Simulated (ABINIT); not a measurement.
ZrB2, 3 atoms in the cell. Symmetry: P6/mmm, No. 191, hexagonal system. The conventional cell has a = 3.170 Å, b = 3.170 Å, c = 3.533 Å, α = 90.00°, β = 90.00°, γ = 120.00°. Zr (site symmetry 6/mmm) is surrounded by 12 B at 2.54 Å. B (site symmetry -6m2) is surrounded by 3 B at 1.83 Å. 

- Program: ABINIT 10.8.3 (patched build)
- Task: equation of state
- Functional: RPBE
- Potentials or basis: JTH PAW PBE v2.0
- Cutoff: 463 eV
- k mesh: 10 × 10 × 8
- Occupations: fermi-dirac, width 0.05 eV
- Spin: no spin polarisation
- Fine-grid cutoff: 925.187 eV
- Exchange and correlation inside the PAW spheres: full angular mesh (pawxcdev 0, this build's default; the released program takes 1)

Potentials or basis: JTH PAW PBE v2.0.

Launch:

```bash
$ abinit run.abi > log 2>&1
```

Hardware: 1 thread of Arm Neoverse V1, on a shared host.

Q: How long does it take, and how much memory?

A: Run time: 2.1 min on 1 thread of Arm Neoverse V1 (shared host), peak memory 0.15 GiB. Counts: scf iterations 64, mpi ranks 1, k points 70, bands 13, plane waves 674.
